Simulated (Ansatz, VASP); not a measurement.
Os: VASP beside Ansatz

Contents of INCAR:

```
ALGO = Normal
EDIFF = 1E-7
ENCUT = 520
GGA = PE
ISIF = 2
ISMEAR = 0
LASPH = True
LCHARG = True
LELF = True
LREAL = False
LVHAR = True
LWAVE = False
NBANDS = 15
NELM = 60
PREC = Accurate
SIGMA = 0.023
```

File KPOINTS:

```
k-points
0
Gamma
  11 11 6
```

The input POSCAR:

```
Os
1.0
    2.7341000000      0.0000000000      0.0000000000
   -1.3670500000      2.3678000565      0.0000000000
    0.0000000000      0.0000000000      4.3197000000
Os
2
Direct
    0.6666666667      0.3333333333      0.7500000000
    0.3333333333      0.6666666667      0.2500000000
```

input.yaml

```yaml
crystal:
  lattice:
    - [2.7341, 0.0, 0.0]
    - [-1.36705, 2.3678000565, 0.0]
    - [0.0, 0.0, 4.3197]
  atoms:
    - { symbol: Os, position: [0.6666666667, 0.3333333333, 0.75] }
    - { symbol: Os, position: [0.3333333333, 0.6666666667, 0.25] }
hamiltonian:
  xc: pbe
  pseudopotentials: { kind: paw }
kpoints:
  mp_grid: { grid: [11, 11, 6] }
scf:
  occupations: { method: gaussian, width: 0.023 }
output:
  forces: true
  stress: true
  eigenvalues: true
  write_density: true
  write_potential: true
  elf: true
  volumetric_format: npy
```

Alike in both runs: task single point; functional PBE; k mesh 11 × 11 × 6; occupations gaussian, width 0.023 eV; no spin polarisation.

|  | VASP | Ansatz |
| --- | --- | --- |
| version | VASP 6.6.1 | Ansatz 0.2.0 |
| potentials or method | VASP PAW PBE potentials, release 64 (Os) | Ansatz PAW |
| plane-wave cutoff (eV) | 520 | 420 |
| valence electrons in the cell | 16 | 32 |

|  | VASP | Ansatz | Ansatz less VASP |
| --- | --- | --- | --- |
| gap on the k mesh at the Fermi level (eV) | none | none | - |
| pressure (GPa) | 8.8 | 8.8 | -0.03 |
| largest component of the traceless stress (GPa) | 0.19 | 0.25 | +0.059 |

A gap of «none» marks a metal or a gap that the smearing closes. The functional is the same, so the differences come from potentials, cutoffs and numerics. The two sets of potentials don't hold the same shells in valence.

The runs have no spin-orbit coupling, so splittings on Os are missing.
